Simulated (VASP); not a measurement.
## MgO2: dielectric tensor with LDA

Crystal: MgO2.

```
Mg O
1.0
     4.82861    0.00000    0.00000
     0.00000    4.82861    0.00000
     0.00000    0.00000    4.82861
Mg O
4 8
Direct
  0.00000 0.00000 0.00000
  0.50000 0.00000 0.50000
  0.50000 0.50000 0.00000
  0.00000 0.50000 0.50000
  0.58942 0.91058 0.08942
  0.91058 0.08942 0.58942
  0.08942 0.58942 0.91058
  0.41058 0.41058 0.41058
  0.58942 0.58942 0.58942
  0.91058 0.41058 0.08942
  0.08942 0.91058 0.41058
  0.41058 0.08942 0.91058
```

The cell is a database's computed one.

| Quantity | Value |
| --- | --- |
| Program | VASP 6.6.1 |
| Task | dielectric tensor |
| Functional | LDA |
| Potentials or basis | VASP PAW LDA potentials, release 64 (Mg, O) |
| Cutoff | 520 eV |
| k mesh | 6 × 6 × 6 |
| Occupations | gaussian, width 0.02 eV |
| Spin | no spin polarisation |
| Ladder | free |
| Further INCAR settings | ALGO = Normal; EDIFF = 1e-08 |

| Property | Result |
| --- | --- |
| Band gap on the k mesh | 3.77 eV, indirect (least direct gap 3.90 eV) |
| Electronic dielectric tensor (diagonal) | 3.05 |
| Born charges (mean of the diagonal) | Mg +2.03; O -1.01 e |

Levels at points of the mesh, in eV from the valence-band top:
| k point | band 26 | band 27 | band 28 | band 29 | band 30 | band 31 |
| --- | --- | --- | --- | --- | --- | --- |
| (0.00, 0.00, 0.00) | -0.51 | 0.00 | 0.00 | 4.37 | 4.41 | 4.41 |
| (0.50, 0.00, 0.00) | -0.74 | -0.12 | -0.12 | 3.83 | 3.83 | 4.25 |
| (0.50, 0.50, 0.00) | -0.50 | -0.50 | -0.50 | 4.03 | 4.03 | 4.03 |
| (0.50, 0.50, 0.50) | -0.58 | -0.58 | -0.58 | 4.33 | 4.33 | 4.33 |

Electronic dielectric tensor:
```
3.05 0.00 0.00
0.00 3.05 0.00
0.00 0.00 3.05
```

Born effective charge tensors (e):
atom 1, Mg
```
 2.03  0.18 -0.11
-0.11  2.03  0.18
 0.18 -0.11  2.03
```
atom 2, Mg
```
 2.03  0.18  0.11
-0.11  2.03 -0.18
-0.18  0.11  2.03
```
atom 3, Mg
```
 2.03 -0.18  0.11
 0.11  2.03  0.18
-0.18 -0.11  2.03
```
atom 4, Mg
```
 2.03 -0.18 -0.11
 0.11  2.03 -0.18
 0.18  0.11  2.03
```
atom 5, O
```
-1.01 -0.09  0.06
-0.06 -1.01 -0.09
 0.09 -0.06 -1.01
```
atom 6, O
```
-1.01 -0.09 -0.06
-0.06 -1.01  0.09
-0.09  0.06 -1.01
```
atom 7, O
```
-1.01  0.09 -0.06
 0.06 -1.01 -0.09
-0.09 -0.06 -1.01
```
atom 8, O
```
-1.01  0.09  0.06
 0.06 -1.01  0.09
 0.09  0.06 -1.01
```
atom 9, O
```
-1.01  0.09  0.06
 0.06 -1.01  0.09
 0.09  0.06 -1.01
```
atom 10, O
```
-1.01  0.09 -0.06
 0.06 -1.01 -0.09
-0.09 -0.06 -1.01
```
atom 11, O
```
-1.01 -0.09 -0.06
-0.06 -1.01  0.09
-0.09  0.06 -1.01
```
atom 12, O
```
-1.01 -0.09  0.06
-0.06 -1.01 -0.09
 0.09 -0.06 -1.01
```

Run time: 2.5 min on 4 MPI ranks on Intel(R) Xeon(R) 6975P-C (Granite Rapids) (shared host), peak memory 0.59 GiB a rank.

A k mesh can miss the band edges.
